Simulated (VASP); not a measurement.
These are PBEsol GGA, VASP's PBE PAW potentials (set 64) (plane waves; VASP) values and carry that method's errors.

VASP ran on this input.

### INCAR
```
# general
SYSTEM  = MgF2
PREC    = Accurate
ENCUT   = 620   # plane-wave cut-off (eV)
LREAL   = .FALSE.
LASPH   = .TRUE.

# electronic loop
EDIFF   = 1E-6   # SCF stop (eV)
NELM    = 100
ALGO    = Normal

# smearing
ISMEAR  = 0
SIGMA   = 0.05   # width (eV)

# functional
GGA     = PS   # PBEsol

# ions
IBRION  = 2   # conjugate gradients
NSW     = 40   # most ionic steps
ISIF    = 3
EDIFFG  = -0.02   # ionic stop
PSTRESS = 50   # kbar

# output
LWAVE   = .FALSE.
LCHARG  = .FALSE.
```

File KPOINTS:
```
Regular mesh
0
G
  5 5 7
0 0 0
```

POSCAR:
```
MgF2
1
    4.5509631177    -0.0000000000     0.0000000000
   -0.0000000000     4.5509631177     0.0000000000
    0.0000000000     0.0000000000     3.0122534092
Mg F
2 4
Direct
  0.0000000000   1.0000000000   0.0000000000
  0.5000000000   0.5000000000   0.5000000000
  0.3026705937   0.3026705937   1.0000000000
  0.8026705937   0.1973294063   0.5000000000
  0.1973294063   0.8026705937   0.5000000000
  0.6973294063   0.6973294063   0.0000000000
```

POTCAR, in this order: Mg F (PBE.64 set). Program: vasp_std.

Output of the run:

**OUTCAR**
```
 ion  position               nearest neighbor table
   1  0.000  0.000  0.000-   3 1.95   6 1.95   5 1.97   4 1.97   4 1.97   5 1.97   2 3.55   2 3.55
                             2 3.55   2 3.55   2 3.55   2 3.55   2 3.55   2 3.55
   2  0.500  0.500  0.500-   4 1.95   5 1.95   3 1.97   6 1.97   3 1.97   6 1.97   1 3.55   1 3.55
                             1 3.55   1 3.55   1 3.55   1 3.55   1 3.55   1 3.55
   3  0.303  0.303  0.000-   1 1.95   2 1.97   2 1.97
   4  0.803  0.197  0.500-   2 1.95   1 1.97   1 1.97
   5  0.197  0.803  0.500-   2 1.95   1 1.97   1 1.97
   6  0.697  0.697  0.000-   1 1.95   2 1.97   2 1.97
  LATTYP: Found a simple tetragonal cell.
 ALAT       =     4.5509631177
 C/A-ratio  =     0.6618936105
 Subroutine PRICEL returns:
 Original cell was already a primitive cell.
 Subroutine GETGRP returns: Found 16 space group operations
The static configuration has the point symmetry D_2h.
 The point group associated with its full space group is D_4h.
The dynamic configuration has the point symmetry D_2h.
 Subroutine INISYM returns: Found 16 space group operations
 Subroutine IBZKPT returns following result:
 Found     24 irreducible k-points:

 Following reciprocal coordinates:
            Coordinates               Weight
  0.000000  0.000000  0.000000      1.000000
  0.200000  0.000000  0.000000      4.000000
  0.400000  0.000000  0.000000      4.000000
  0.200000  0.200000  0.000000      4.000000
  0.400000  0.200000  0.000000      8.000000
  0.400000  0.400000  0.000000      4.000000
  0.000000  0.000000  0.142857      2.000000
  0.200000  0.000000  0.142857      8.000000
  0.400000  0.000000  0.142857      8.000000
  0.200000  0.200000  0.142857      8.000000
  0.400000  0.200000  0.142857     16.000000
  0.400000  0.400000  0.142857      8.000000
  0.000000  0.000000  0.285714      2.000000
  0.200000  0.000000  0.285714      8.000000
  0.400000  0.000000  0.285714      8.000000
  0.200000  0.200000  0.285714      8.000000
...
```

**OSZICAR**
```
       N       E                     dE             d eps       ncg     rms          rms(c)
DAV:   1     0.228370512467E+03    0.22837E+03   -0.19932E+04   976   0.173E+03
DAV:   2    -0.239788790695E+02   -0.25235E+03   -0.24428E+03  1352   0.364E+02
DAV:   3    -0.346261849495E+02   -0.10647E+02   -0.10624E+02  1132   0.777E+01
DAV:   4    -0.346969758541E+02   -0.70791E-01   -0.70777E-01  1076   0.715E+00
DAV:   5    -0.346973826200E+02   -0.40677E-03   -0.40675E-03  1116   0.562E-01    0.904E+00
DAV:   6    -0.325425423634E+02    0.21548E+01   -0.88522E+00  1100   0.230E+01    0.293E+00
DAV:   7    -0.325412727710E+02    0.12696E-02   -0.91498E-02  1044   0.227E+00    0.183E+00
DAV:   8    -0.325574659128E+02   -0.16193E-01   -0.38152E-02  1084   0.246E+00    0.165E-01
DAV:   9    -0.325580377827E+02   -0.57187E-03   -0.28477E-03  1124   0.406E-01    0.698E-02
DAV:  10    -0.325582029269E+02   -0.16514E-03   -0.19329E-04  1048   0.121E-01    0.114E-02
DAV:  11    -0.325582036807E+02   -0.75374E-06   -0.18580E-05  1116   0.358E-02    0.545E-03
DAV:  12    -0.325582039332E+02   -0.25258E-06   -0.53204E-06  1080   0.188E-02
   1 F= -.30611242E+02 E0= -.30611242E+02  d E =-.306112E+02
```

File OUTCAR:
```
------------------------ aborting loop because EDIFF is reached ----------------------------------------
  FORCE on cell =-STRESS in cart. coord.  units (eV):
  Direction    XX          YY          ZZ          XY          YZ          ZX
  --------------------------------------------------------------------------------------
  Total        1.9120294      1.9120294      2.0283396     -0.0000000      0.0000000      0.0000000
  in kB       49.1028862     49.1028862     52.0898514     -0.0000000      0.0000000      0.0000000
  external PRESSURE =       0.0985413 kB  Pullay stress =      50.0000000 kB
  volume of cell :       62.39
      direct lattice vectors                 reciprocal lattice vectors
     4.550963118  0.000000000  0.000000000     0.219733708  0.000000000  0.000000000
     0.000000000  4.550963118  0.000000000     0.000000000  0.219733708  0.000000000
     0.000000000  0.000000000  3.012253409     0.000000000  0.000000000  0.331977382
 POSITION                                       TOTAL-FORCE (eV/Angst)
 -----------------------------------------------------------------------------------
      0.00000      0.00000      0.00000         0.000000      0.000000     -0.000000
      2.27548      2.27548      1.50613         0.000000      0.000000     -0.000000
      1.37744      1.37744      0.00000        -0.012283     -0.012283     -0.000000
      3.65292      0.89804      1.50613        -0.012283      0.012283     -0.000000
      0.89804      3.65292      1.50613         0.012283     -0.012283     -0.000000
      3.17352      3.17352      0.00000         0.012283      0.012283      0.000000
 -----------------------------------------------------------------------------------
    total drift:                                0.000000     -0.000000     -0.000000
  FREE ENERGIE OF THE ION-ELECTRON SYSTEM (eV)
  ---------------------------------------------------
  free  energy   TOTEN  =       -32.5582039332 eV

  energy  without entropy=      -32.5582039332  energy(sigma->0) =      -32.55820393
  enthalpy is  TOTEN    =       -30.6112415610 eV   P V=        1.9469623723

 reached required accuracy - stopping structural energy minimisation
```
(Selected blocks of OUTCAR.)

The compound is MgF2 in the rutile structure. It was relaxed first under an external pressure of 5 GPa.
